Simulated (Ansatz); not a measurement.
Trial structure of B2AsH2, not yet relaxed:

```cif
data_structure
_symmetry_space_group_name_H-M 'P4/mmm'
_symmetry_Int_Tables_number 123
_cell_length_a 3.7066
_cell_length_b 3.7066
_cell_length_c 4.1273
_cell_angle_alpha 90.000
_cell_angle_beta 90.000
_cell_angle_gamma 90.000
_cell_volume 56.70
loop_
_atom_site_label
_atom_site_type_symbol
_atom_site_symmetry_multiplicity
_atom_site_Wyckoff_symbol
_atom_site_fract_x
_atom_site_fract_y
_atom_site_fract_z
_atom_site_occupancy
B1 B 2 g 0.00000 0.00000 0.14995 1
H1 H 2 f 0.00000 0.50000 0.00000 1
As1 As 1 b 0.00000 0.00000 0.50000 1
```

Method: DFT PBE, scalar-relativistic, plane waves, PAW (Ansatz). Plane waves to 420 eV, a k mesh through Γ of 6×6×4 on the computed 5-atom cell and Gaussian smearing (0.10 eV); no spin polarisation.

The zero of energy is the elements' standard structures at the same level (H₂ as a molecule); no fitted shifts are applied.

Task: What does a single point on this coarse mesh give?

Result: The pressure is 83.3 GPa (the mean over three directions, positive in compression), the largest force is 5.17 eV/Å, and the energy is +3.14 eV/atom against the elements. The shortest distance is 1.24 Å.

Task: How much does it gain on relaxing, and where does it end?

Result: Relaxing gains about 2.1 eV/atom (the start's value is from the coarse mesh, so the gain is rough) in 22 ionic steps and ends at +1.02 eV/atom on the finer mesh. The symmetry stays P4/mmm (No. 123). The volume per atom shrinks by 10.0 %, from 11.3 to 10.2 Å³. The shortest distance goes from 1.24 Å (B–B) to 1.49 Å (B–B). The ratio c/a of the conventional cell changes by a factor of 1.58. Conventional cell: a = 3.071 Å, c = 5.414 Å. B is surrounded by 1 B at 1.49 Å, 4 H at 1.71 Å and 1 As at 1.96 Å; H has 4 B at 1.71 Å and 4 H at 2.17 Å; As has 2 B at 1.96 Å.

The last run used a 12×12×8 mesh (in the run's order of axes) for its 5-atom cell and Gaussian smearing of 0.10 eV. No dispersion correction is applied, so the spacing and binding between layers, chains or molecules are poorly described. The cell is a metal run without spin; a magnetic state may lie lower. The reference form of As is held partly by dispersion forces, which this level lacks. With hydrogen, zero-point motion can shift formation energies by some tens of meV/atom. The relaxation can't lower the symmetry of the start. Symmetry constrained the relaxation, so the result can be a saddle point. Another cell of B2AsH2 relaxed alike, in P-3m1, lies 0.59 eV/atom lower, so this cell isn't the stable form at this level.
